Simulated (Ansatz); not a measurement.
**Hf on a Si site in Si**

All numbers below come from DFT PBE, scalar-relativistic, plane waves, PAW in Ansatz 0.2.0. (420 eV cutoff, 3×3×3 k-mesh, Gaussian smearing of 0.01 eV, collinear spin in charge +1, -1 alone)

Host crystal, relaxed:

```
Si
1.0
     0.00000    2.73505    2.73505
     2.73505    0.00000    2.73505
     2.73505    2.73505    0.00000
Si
2
Direct
  0.25000 0.25000 0.25000
  0.00000 0.00000 0.00000
```

Supercell of 32 atoms, rows in host cell vectors: -1 3 -1; 3 -1 -1; -1 -1 -1. Atoms relax at the host's cell, keeping the symmetry that the supercell leaves at the site. The cell is small, so energies carry finite-size errors of tenths of an eV. The host's Kohn–Sham gap is 0.61 eV. Atoms are taken from and returned to the elements' standard states. Charged cells are corrected for image charges with the computed static dielectric tensor (mean 13.0) and aligned with the host's potential at far atoms (alignment terms reach 0.60 eV; the program doubts the alignment in some charges, where it is up to 0.60 eV). No band-filling term is added, and the Fermi level counts from the host's valence band top.

Spin-orbit coupling is left out, which matters for the bands and energies of heavy elements. Starting moments were lost in some runs.

Defect: Hf on a Si site at (0.250, 0.250, 0.250) of the host cell.

**Question.** What is the formation energy of the neutral defect?

**Answer.** 2.48 eV.

**Question.** Does the neutral defect carry a moment, and how do its surroundings relax?

**Answer.** The neutral run had no spin polarisation, so a moment wasn't tested. The nearest neighbours before are 4 Si at 2.37 Å; after relaxation the atoms near the site are 4 Si at 2.59 Å; the largest move is 0.22 Å.

**Question.** Charges +1, 0, -1 were computed. Which is stable where in the gap?

**Answer.** Among the charges computed the stable one is 0 at the valence band top and stays so across the gap. In charge +1, -1 the extra carrier would gain by moving to a band edge of the host, so it isn't bound in the gap, though by less than the errors named above. In charge +1, -1 the cell has partly filled bands: a level of the defect may be part filled, the carrier may sit in the host's bands, or levels may cross between the k points, so transitions that involve it are doubtful. Without the alignment that the program doubts, the level (+1/0) would lie at 0.12 eV, inside the gap, so these runs don't decide whether the defect changes charge there. Levels between neighbouring charges: (+1/0) -0.37 eV, (0/-1) 0.73 eV.

Cost: 4 runs of about 11 core-minutes in all, on AMD EPYC 7B13 (Zen 3) (shared hosts).